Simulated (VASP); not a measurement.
The system is Te.

```
Te
1.0
     4.42263    0.00000    0.00000
    -2.21131    3.83011    0.00000
     0.00000    0.00000    5.83275
Te
3
Cartesian
  1.1899 0.0000 1.9442
  -0.5949 1.0304 3.8885
  1.6164 2.7997 5.8327
```

The cell isn't the ideal one: a relaxed cell with its volume scaled by 0.94.

| Property | Result |
| --- | --- |
| Program | VASP 6.6.1 |
| Task | relaxation of shape and atoms at fixed volume |
| Functional | PBE |
| Potentials or basis | VASP PAW PBE potentials, release 64 (Te) |
| Cutoff | 600 eV |
| k mesh | 9 × 9 × 6 |
| Occupations | gaussian, width 0.03 eV |
| Spin | no spin polarisation |

At the start: pressure 3.2 GPa; volume 32.93 Å³/atom.

Where does the relaxation end?

Over 7 steps the energy falls by 11.1 meV/atom; space group P3_121 (No. 152, to 0.05 Å).

Step by step:
```csv
step,energy change (eV),largest force (eV/Å),pressure (GPa)
1,0.0000,0.3371,3.22
2,-0.0195,0.2091,2.57
3,-0.0305,0.0514,1.08
4,-0.0329,0.0100,1.46
5,-0.0329,0.0168,1.50
6,-0.0331,0.0118,1.50
7,-0.0332,0.0026,1.50
```

Final structure:
```cif
data_structure
_symmetry_space_group_name_H-M 'P 1'
_symmetry_Int_Tables_number 1
_cell_length_a 4.3728
_cell_length_b 4.3728
_cell_length_c 5.9664
_cell_angle_alpha 90.000
_cell_angle_beta 90.000
_cell_angle_gamma 120.000
_cell_volume 98.80
loop_
_atom_site_label
_atom_site_type_symbol
_atom_site_fract_x
_atom_site_fract_y
_atom_site_fract_z
_atom_site_occupancy
Te1 Te 0.28047 0.00000 0.33333 1
Te2 Te 0.00000 0.28047 0.66667 1
Te3 Te 0.71953 0.71953 0.00000 1
```
